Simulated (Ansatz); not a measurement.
# Zone-centre phonons of AgCl at 25 GPa: input and output

All numbers below come from DFT PBE, scalar-relativistic, plane waves, PAW (Ansatz 0.2.0).

Launched with:
```bash
ansatz run input.yaml --threads 1 --pin off --max-ram 1228MiB --backend cpu --events-out ev --progress --plain --runs-dir out
```

Input (bare energies are in eV):
```yaml
crystal:
  lattice:
    - [0.0, 2.5528870611, 2.5528870611]
    - [2.5528870611, 0.0, 2.5528870611]
    - [2.5528870611, 2.5528870611, 0.0]
  atoms:
    - { symbol: Ag, position: [0.5, 0.5, 0.5] }
    - { symbol: Cl, position: [0.0, 0.0, 0.0] }
basis:
  ecutwfc: 420
kpoints:
  mp_grid: { grid: [10, 10, 10] }
hamiltonian:
  xc: pbe
scf:
  occupations: { method: fixed }
output:
  eigenvalues: true
phonons:
  method: dfpt
  dielectric: true
  rigid_motions: translations
  eigenvectors: true
```

Results section of the output:
```
--- Phonons (Γ-DFPT): 2 representative perturbations + reference, on 102 of 1000 k-points (Σ response iterations 6) ---
  k mesh reduced under 8 symmetry operations, with k and −k counted as one. Each operation leaves every solved perturbation unchanged. A smaller set is not considered because the run solves the response ...
  ASR residual: 5.293e-4 → 0.000e0 eV/Å²; symmetrization residual: 2.611e-6 eV/Å²
  ASR residual per site (eV/Å²): 2.91e-4 5.29e-4
  Γ frequencies (cm⁻¹): 0.00 0.00 0.00 215.12 215.12 215.12
  ε∞ (high-frequency dielectric tensor):
        6.099644    -0.000000     0.000000
       -0.000000     6.099644    -0.000000
        0.000000    -0.000000     6.099644
  ε⁰ (static dielectric tensor: ions relaxed, cell fixed):
        8.184412    -0.000000     0.000000
       -0.000000     8.184412     0.000000
        0.000000     0.000000     8.184412
  ε⁰ − ε∞ (ionic part):
        2.084767    -0.000000     0.000000
       -0.000000     2.084767     0.000000
        0.000000     0.000000     2.084767
  softest optical mode at Γ: 215.12 cm⁻¹; the repairs (sum rule, projections) moved no ω² at Γ by more than (2.04 cm⁻¹)²
  Born effective charges Z* (e; rows j = field, columns β = displacement):
    site 0:
         1.31937   -0.00000    0.00000
        -0.00000    1.31937   -0.00000
         0.00000   -0.00000    1.31937
    site 1:
        -1.31937    0.00000   -0.00000
         0.00000   -1.31937    0.00000
        -0.00000    0.00000   -1.31937
  Z* charge neutrality: 1.190e-3 e pre-enforcement
  solved inside a basis spanned on kpoints, on 10×10×10 k-points, its susceptibility summed on 14×14×14: ε∞ is read to err by 1.6e-2, Z* by 2.0e-2 e (field_mesh: kpoints solves on kpoints); Z* is corrected for ...
  optical modes at Γ without the LO–TO term, one row a degenerate level:
      ω (cm⁻¹) modes IR ((D/Å)²/amu)
        215.12      3             4.5156
  optical modes at Γ + LO–TO along q̂ = [1.0000, 0.0000, 0.0000]:
      ω (cm⁻¹) modes IR ((D/Å)²/amu)
        215.12      2             3.0104
        249.19      1             1.5052
  optical modes at Γ + LO–TO along q̂ = [0.0000, 1.0000, 0.0000]:
      ω (cm⁻¹) modes IR ((D/Å)²/amu)
        215.12      2             3.0104
        249.19      1             1.5052
  optical modes at Γ + LO–TO along q̂ = [0.0000, 0.0000, 1.0000]:
      ω (cm⁻¹) modes IR ((D/Å)²/amu)
        215.12      2             3.0104
        249.19      1             1.5052
```

Other phases may be more stable at this pressure.